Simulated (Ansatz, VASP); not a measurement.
# Al24SiH2Cl2O36 (dichlorosilane on alpha-Al2O3(0001)) in two plane-wave programs

One calculation is typed for both programs; each brings its own data sets. How far apart do they land? The cell is taken from a series of runs on this material, whose earlier steps may have relaxed, scaled, displaced or heated it; both programs get it as it stands.

Program: Ansatz 0.2.0. Level of theory: plane waves, with VASP 6.6.1 beside it; single point at HSE06 with D3(BJ). Results are calculated unless marked as measured.

### Step 1. The structure

The cell holds 65 atoms: 24 Al, 36 O, 1 Si, 2 Cl and 2 H. Cell: a = 9.580 Å, b = 9.580 Å, c = 22.046 Å, α = 90.0°, β = 90.0°, γ = 120.0°. It derives from Al2O3 (alpha-Al2O3(0001)). As first built, before any earlier steps moved the atoms (in the runner's words): corundum (0001), 2 x 2 cells, Al-terminated on both faces (lattice constants typed as starting values near PBE's), lower atoms held; one whole molecule of dichlorosilane lowered over a top site, eased by MACE. Vacuum lies along c.

### Step 2. VASP: single point, HSE06 with D3(BJ)

A single point gives forces, pressure and levels at one fixed geometry, so differences don't come from the geometry; what else differs is listed under the comparison.

Lines of VASP's logs that name or quote its potential files are left out, and so is its time.

The run reads the wave functions of an earlier VASP run, which isn't shown here.

Input file INCAR:

```
SYSTEM = Al24SiH2Cl2O36
PREC = Accurate
ENCUT = 520
EDIFF = 1E-06
NELM = 100
ISMEAR = -1
SIGMA = 0.025
LREAL = Auto
ALGO = Normal
LHFCALC = .TRUE.
AEXX = 0.25
GGA = PE
HFSCREEN = 0.208
IVDW = 12
VDW_S6 = 1
VDW_S8 = 2.31
VDW_A1 = 0.383
VDW_A2 = 5.685
LASPH = .TRUE.
NBANDS = 199
PRECFOCK = Fast
LORBIT = 11
LWAVE = .FALSE.
LCHARG = .FALSE.
ISIF = 2
```

Input file POSCAR:

```
Al24SiH2Cl2O36
1.0
    9.5800000000      0.0000000000      0.0000000000
   -4.7900000000      8.2965200000      0.0000000000
    0.0000000000      0.0000000000     22.0464500000
Al O Si Cl H
24 36 1 2 2
Direct
    0.0000000000      0.0000000000      0.1331700000
    0.3367100000      0.1705700000      0.2317200000
    0.9984700000      0.9991600000      0.2591400000
    0.3333300000      0.1666700000      0.0855900000
    0.1666700000      0.3333300000      0.1234600000
    0.1705000000      0.3368300000      0.2415500000
    0.0000000000      0.5000000000      0.1331700000
    0.3345600000      0.6632500000      0.2318000000
    0.9985200000      0.4998600000      0.2649300000
    0.3333300000      0.6666700000      0.0855900000
    0.1666700000      0.8333300000      0.1234600000
    0.1670600000      0.8338800000      0.2433100000
    0.5000000000      0.0000000000      0.1331700000
    0.8330500000      0.1670100000      0.2331700000
    0.5006100000      0.0000800000      0.2689200000
    0.8333300000      0.1666700000      0.0855900000
    0.6666700000      0.3333300000      0.1234600000
    0.6632200000      0.3343100000      0.2418800000
    0.5000000000      0.5000000000      0.1331700000
    0.8276500000      0.6650800000      0.2322200000
    0.5012800000      0.5005200000      0.3016700000
    0.8333300000      0.6666700000      0.0855900000
    0.6666700000      0.8333300000      0.1234600000
    0.6639100000      0.8274600000      0.2423600000
    0.1539600000      0.9911600000      0.0838200000
    0.0088400000      0.1628000000      0.0838200000
    0.3372000000      0.3460400000      0.0838200000
    0.4948200000      0.1739800000      0.2804400000
    0.3280900000      0.3251200000      0.2813200000
    0.1776500000      0.0071100000      0.2781800000
    0.0054500000      0.3364400000      0.1827300000
    0.1646300000      0.1720200000      0.1831400000
    0.3222400000      0.4907500000      0.1806500000
    0.1539600000      0.4911600000      0.0838200000
    0.0088400000      0.6628000000      0.0838200000
    0.3372000000      0.8460400000      0.0838200000
    0.4948200000      0.6695900000      0.2806900000
    0.3269700000      0.8204400000      0.2792500000
    0.1769600000      0.5044100000      0.2795800000
    0.0076200000      0.8393100000      0.1831900000
    0.1624800000      0.6711500000      0.1827300000
    0.3283400000      0.9916800000      0.1824200000
    0.6539600000      0.9911600000      0.0838200000
    0.5088400000      0.1628000000      0.0838200000
    0.8372000000      0.3460400000      0.0838200000
    0.9984700000      0.1741800000      0.2785100000
    0.8241300000      0.3222700000      0.2791700000
    0.6778800000      0.0017400000      0.2793200000
    0.5073700000      0.3305100000      0.1807200000
    0.6641700000      0.1698000000      0.1826900000
    0.8274000000      0.4929300000      0.1829500000
    0.6539600000      0.4911600000      0.0838200000
    0.5088400000      0.6628000000      0.0838200000
    0.8372000000      0.8460400000      0.0838200000
    0.9934300000      0.6731200000      0.2786700000
    0.8267000000      0.8224900000      0.2793000000
    0.6747600000      0.5039900000      0.2802900000
    0.5078600000      0.8336600000      0.1827300000
    0.6687900000      0.6768000000      0.1802700000
    0.8331000000      0.9951100000      0.1834300000
    0.2297300000      0.2723900000      0.4062400000
    0.1755900000      0.2378700000      0.4970800000
    0.4798300000      0.4669900000      0.4068600000
    0.2280100000      0.1295800000      0.3805700000
    0.1418100000      0.3448500000      0.3780500000
```

Input file KPOINTS:

```
Automatic mesh
0
Gamma
1 1 1
0 0 0
```

Potentials, in the order of the species: Al, O, Si, Cl and H (PBE family, release 64).

On the command line:

```
> export OMP_NUM_THREADS=3
> mpirun -np 1 vasp_gam
```

Numbers of over 12 decimals in the logs are rounded to 6 here.

Log:

```text
[banner, memory and clock lines left out]
running    1 mpi-ranks, on    1 nodes
[...]
Offloading initialized ...    1 GPUs detected
[...]
LDA part: xc-table for (Slater+PW92), standard interpolation
 found WAVECAR, reading the header
 POSCAR, INCAR and KPOINTS ok, starting setup
[...]
reading WAVECAR
 the WAVECAR file was read successfully
 initial charge from wavefunction
 entering main loop
       N       E                     dE             d eps       ncg     rms          rms(c)
DAV:   1    -0.549075603889E+03   -0.54908E+03   -0.13914E+01   492   0.882E+00    0.342E+01
DAV:   2    -0.549245481278E+03   -0.16988E+00   -0.11370E+00   468   0.214E+00    0.267E+01
DAV:   3    -0.549217070916E+03    0.28410E-01   -0.55180E-02   492   0.575E-01    0.181E+01
DAV:   4    -0.549208595881E+03    0.84750E-02   -0.14710E-02   460   0.276E-01    0.111E+01
[...]
DAV:  10    -0.549203729090E+03    0.36856E-04   -0.10153E-05   444   0.119E-02    0.429E-01
DAV:  11    -0.549203715815E+03    0.13275E-04   -0.68501E-06   404   0.102E-02    0.245E-01
DAV:  12    -0.549203715796E+03    0.18568E-07   -0.42022E-06   372   0.800E-03
   1 F= -.56058495E+03 E0= -.56058495E+03  d E =-.540085E-10
```

From OUTCAR (step 2):

```text
 Edisp (eV)  -11.38124

  Total      23.62805    24.00915   -20.90367     0.09904     0.03544     0.15588
  in kB      21.60421    21.95266   -19.11318     0.09056     0.03240     0.14253
  external pressure =        8.15 kB  Pullay stress =        0.00 kB

 POSITION                                       TOTAL-FORCE (eV/Angst)
 -----------------------------------------------------------------------------------
      0.00000      0.00000      2.93593        -0.032073     -0.065653     -1.089230
      2.40865      1.41514      5.10860        -0.026361      0.042827      0.173281
      4.77937      8.28955      5.71312        -0.004313      0.013970      0.163894
      2.39495      1.38278      1.88696         0.210400      0.159850     -0.136624
      0.00005      2.76548      2.72185         0.004162      0.385547     -0.101308
      0.01997      2.79452      5.32532         0.058496     -0.012050      0.127508
     -2.39500      4.14826      2.93593         0.075836     -0.018379     -0.647897
      0.02812      5.50267      5.11037         0.025543     -0.016057      0.171251
      7.17149      4.14710      5.84077        -0.002577     -0.005769      0.169944
     -0.00005      5.53104      1.88696         0.114024     -0.189792     -0.138149
     -2.39495      6.91374      2.72185         0.101925      0.077662      0.129855
     -2.39385      6.91830      5.36412        -0.010876     -0.005033      0.098078
      4.79000      0.00000      2.93593        -0.068717      0.069117     -0.402524
      7.18064      1.38560      5.14057         0.010939     -0.009304      0.165674
[...]
-----------------------------------------------------------------------------------
    total drift:                                0.004135      0.009230     -0.099774

  FREE ENERGIE OF THE ION-ELECTRON SYSTEM (eV)
  ---------------------------------------------------
  free  energy   TOTEN  =      -560.5849532378 eV

  energy  without entropy=     -560.5849532378  energy(sigma->0) =     -560.58495324

[... 1 further part left out ...]
```

(Part 1 of 2 ends here.)

[Lines on the potential files, build, host, timing and source positions are cut from VASP's logs without a mark.]

[Logs are printed without paths, hosts, clocks, repeated set-up lines and the standing remarks that a program may print on its own settings, such as how far it seeks lower states.]

[Hosts, paths, dates, database ids (printed as entryN), source tags and the programs' standing remarks are cut or masked in the printed files.]
